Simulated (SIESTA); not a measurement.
Runs of SIESTA 5.4.2 on Cu. The structure is cubic, space group Fm-3m (No. 225). Conventional cell: a = 3.615 Å, b = 3.615 Å, c = 3.615 Å, α = 90.00°, β = 90.00°, γ = 90.00°. Cu (site symmetry m-3m) has 12 Cu at 2.56 Å as nearest neighbours. 

```tsv
task	level	potentials or basis	cell	optimiser	force tolerance	energy shift	gap on the mesh (eV)	pressure (GPa)	relaxed volume (Å³/atom)
relaxation of cell and atoms	PBE	PseudoDojo 0.4 standard (PBE files), TZP (energy shift 0.01 Ry)	relaxed	Broyden	0.04 eV/Å	0.01 Ry	none	0.0	11.73
band structure	PBE	PseudoDojo 0.4 standard (PBE files), DZP (energy shift 0.003 Ry; two zetas on semicore shells)	as given	-	-	0.003 Ry	none	(a)	-
relaxation of cell and atoms	LDA	PseudoDojo 0.4 standard (LDA files), DZP (energy shift 0.003 Ry; two zetas on semicore shells)	relaxed	-	0.04 eV/Å	0.003 Ry	none	-0.1	10.86
band structure	LDA	PseudoDojo 0.4 standard (LDA files), DZP (energy shift 0.003 Ry; two zetas on semicore shells)	as given	-	-	0.003 Ry	none	-13.4	-
```

Alike in all rows: no spin polarisation; k mesh 13 × 13 × 13; smearing fermi-dirac 0.05 eV; grid cutoff 800 Ry.

**Question.** Fill in the values left out.

**Answer.** (a) 1.1.

Caveats: the basis of atomic orbitals isn't converged, which shifts pressures, moduli and gaps; short orbitals over semicore shells can move pressures by several GPa (some runs); semicore shells carry a single zeta, which can move pressures by several GPa and volumes by a few percent (some runs).

A gap of «none» marks a metal or a gap under the smearing width.
